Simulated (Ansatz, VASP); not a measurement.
**Pb: VASP beside Ansatz**

INCAR

```
SYSTEM = Pb
  ALGO = Normal
  EDIFF = 1E-6
  ENCUT = 520
  GGA = PE
  ISIF = 2
  ISMEAR = 1
  LASPH = .TRUE.
  LCHARG = .FALSE.
  LREAL = .FALSE.
  LWAVE = .FALSE.
  NBANDS = 13
  NELM = 100
  PREC = Accurate
  SIGMA = 0.2
```

KPOINTS

```
k-points
0
G
  12 12 12
  0 0 0
```

Contents of POSCAR:

```
Pb
1.0
    0.0000000000      2.4698000000      2.4698000000
    2.4698000000      0.0000000000      2.4698000000
    2.4698000000      2.4698000000      0.0000000000
Pb
1
Direct
    0.0000000000      0.0000000000      0.0000000000
```

Input for Ansatz:

```yaml
crystal:
  lattice:
    - [0.0, 2.4698, 2.4698]
    - [2.4698, 0.0, 2.4698]
    - [2.4698, 2.4698, 0.0]
  atoms:
    - { symbol: Pb, position: [0.0, 0.0, 0.0] }
kpoints:
  mp_grid: { grid: [12, 12, 12] }
scf:
  occupations: { method: methfessel_paxton, width: 0.2 }
hamiltonian:
  xc: pbe
  pseudopotentials: { kind: all_electron, lapw: { basis_error: 0.00025 } }
output:
  forces: true
  stress: true
  eigenvalues: true
```

Alike in both runs: task single point; functional PBE; k mesh 12 × 12 × 12; occupations methfessel-paxton of order 1, width 0.2 eV; no spin polarisation.

|  | VASP | Ansatz |
| --- | --- | --- |
| version | VASP 6.6.1 | Ansatz 0.2.0 |
| potentials or method | VASP PAW PBE potentials, release 64 (Pb_d) | all-electron LAPW, scalar-relativistic |
| plane-wave cutoff (eV) | 520 | see its input |

|  | VASP | Ansatz | Ansatz less VASP |
| --- | --- | --- | --- |
| pressure (GPa) | 2.9 | 3.0 | +0.07 |

Ansatz ran all-electron here, so the differences hold the error of VASP's frozen core and of both bases.

Spin-orbit coupling is left out, which matters for the levels of Pb.
